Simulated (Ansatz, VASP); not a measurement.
CuO2: VASP beside Ansatz

Contents of POSCAR:

```
CuO2
1.0
    0.0000000000      2.3844798727      2.3844798727
    2.3844798727      0.0000000000      2.3844798727
    2.3844798727      2.3844798727      0.0000000000
Cu O
1 2
Direct
    0.0000000000      0.0000000000      0.0000000000
    0.2500000000      0.2500000000      0.2500000000
    0.7500000000      0.7500000000      0.7500000000
```

File INCAR.step1:

```
PREC = Accurate
ENCUT = 520
ISMEAR = 0
SIGMA = 0.1
LREAL = False
LASPH = True
NELM = 80
NBANDS = 18
GGA = PE
ALGO = Normal
EDIFF = 1E-4
LWAVE = True
LCHARG = False
```

File INCAR.step2:

```
PREC = Accurate
ENCUT = 520
EDIFF = 1E-7
ISMEAR = 0
SIGMA = 0.1
LREAL = False
LASPH = True
NELM = 80
ALGO = Normal
ISIF = 2
LWAVE = False
LCHARG = False
METAGGA = R2SCAN
LMIXTAU = True
NBANDS = 18
ISTART = 1
```

KPOINTS

```
Automatic mesh
0
Gamma
  16 16 16
```

Input for Ansatz:

```yaml
crystal:
  lattice:
    - [0.0, 2.3844798727, 2.3844798727]
    - [2.3844798727, 0.0, 2.3844798727]
    - [2.3844798727, 2.3844798727, 0.0]
  atoms:
    - { symbol: Cu, position: [0.0, 0.0, 0.0] }
    - { symbol: O, position: [0.25, 0.25, 0.25] }
    - { symbol: O, position: [0.75, 0.75, 0.75] }
basis:
  ecutwfc: 500
kpoints:
  mp_grid: { grid: [16, 16, 16] }
hamiltonian:
  xc: r2scan
scf:
  occupations: { method: gaussian, width: 0.1 }
  lower_state_search: "off"
output:
  forces: true
  stress: true
  eigenvalues: true
  write_density: true
  write_potential: true
  elf: true
  volumetric_format: npy
```

Alike in both runs: task single point; functional r2SCAN; k mesh 16 × 16 × 16; occupations gaussian, width 0.1 eV; no spin polarisation.

```csv
,VASP,Ansatz
version,VASP 6.6.1,Ansatz 0.2.0
potentials or method,"VASP PAW PBE potentials, release 64 (Cu, O)","scalar-relativistic, plane waves, PAW"
plane-wave cutoff (eV),520,500
valence electrons in the cell,23,31
```

Ansatz gave:

```
gap on the k mesh at the Fermi level (eV) : none
pressure (GPa)                            : -0.1
```

What did VASP give for the same quantities?

gap on the k mesh at the Fermi level (eV): none; pressure (GPa): 0.9.

A gap of «none» marks a metal or a gap that the smearing closes. With one functional, cell and mesh, what is left measures potentials, basis and numerics. The two sets of potentials don't hold the same shells in valence.

Caveats: the PAW data sets were made with another functional, which shifts forces and pressure a little (VASP); an odd number of electrons without spin polarisation forces a metal; a magnetic or distorted state may lie lower; the run has no spin polarisation, though such a crystal can be magnetic; semilocal functionals often make such compounds metallic where correlation or magnetic order opens a gap, which also shifts bond lengths.
